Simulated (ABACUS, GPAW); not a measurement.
# ZnSe: equilibrium volume by level of theory

```
CELL_PARAMETERS angstrom
0.00000 2.83380 2.83380
2.83380 0.00000 2.83380
2.83380 2.83380 0.00000
ATOMIC_POSITIONS crystal
Se 0.75000 0.75000 0.75000
Zn 0.00000 0.00000 0.00000
```

| rung | level | program and potentials | cutoff (eV) | k mesh | smearing | core time | chip | equilibrium volume (Å³/atom) | miss | notes |
| --- | --- | --- | --- | --- | --- | --- | --- | --- | --- | --- |
| GGA | BP86 | GPAW, PAW data sets generated for this functional | 600 | 7 × 7 × 7 | fermi-dirac 0.05 | 44 s | Intel Xeon 6975P-C Granite Rapids | 23.55 | +3.4 % | - |
| GGA + dispersion | OLYP+D4 | GPAW, PAW data sets generated for this functional | 600 | 7 × 7 × 7 | fermi-dirac 0.05 | 46 s | Intel Xeon 6975P-C Granite Rapids | 22.20 | -2.5 % | - |
| non-local van der Waals functional | vdW-DF-cx | GPAW, GPAW PAW data sets (gpaw-data 1.2.1) | 600 | 7 × 7 × 7 | fermi-dirac 0.05 | 48 s | Intel Xeon 6975P-C Granite Rapids | 23.08 | +1.4 % | potentials made for PBE |
| LDA | LDA | GPAW, PAW data sets generated for this functional | 600 | 7 × 7 × 7 | fermi-dirac 0.05 | 52 s | Intel Xeon Platinum 8488C Sapphire Rapids | 21.50 | -5.6 % | - |
| GGA + dispersion | BLYP+D4 | GPAW, PAW data sets generated for this functional | 600 | 7 × 7 × 7 | fermi-dirac 0.05 | 57 s | Intel Xeon Platinum 8488C Sapphire Rapids | 22.85 | +0.4 % | - |
| GGA + dispersion | PBE+D3(zero damping) | GPAW, GPAW PAW data sets (gpaw-data 1.2.1) | 600 | 7 × 7 × 7 | fermi-dirac 0.05 | 58 s | Intel Xeon Platinum 8488C Sapphire Rapids | 22.64 | -0.6 % | - |
| GGA | PBEsol | GPAW, PAW data sets generated for this functional | 600 | 8 × 8 × 8 | fermi-dirac 0.05 | 93 s | Arm Neoverse V2 | 22.35 | -1.8 % | - |
| GGA | PBE | ABACUS, GBRV ultrasoft 1.5 PBE, plane waves | 544 | 6 × 6 × 6 | fermi-dirac 0.05 | 6.9 min | Intel Xeon Platinum 8488C Sapphire Rapids | (a) | ? | - |

Times are single runs on shared hosts and different chips, so they are rough; meshes, cutoffs and the tasks' sizes weigh on the time. Task: equation of state. All rows: no spin polarisation. Smearing widths are in eV. Meshes differ between rows, which moves values too. Meshes are those of the run's cell of 2 atoms unless a note names another. Misses use the values as printed. Runs on faulty files, with rough fits or with known faults for this quantity aren't shown. No row holds spin-orbit coupling.

Measured: 22.77 Å³/atom at 300 K (a printed reference work). The runs are for a static lattice.

Q: Estimate the value left out from the other rows.

A: (a) 23.61 Å³/atom, miss +3.7 %.
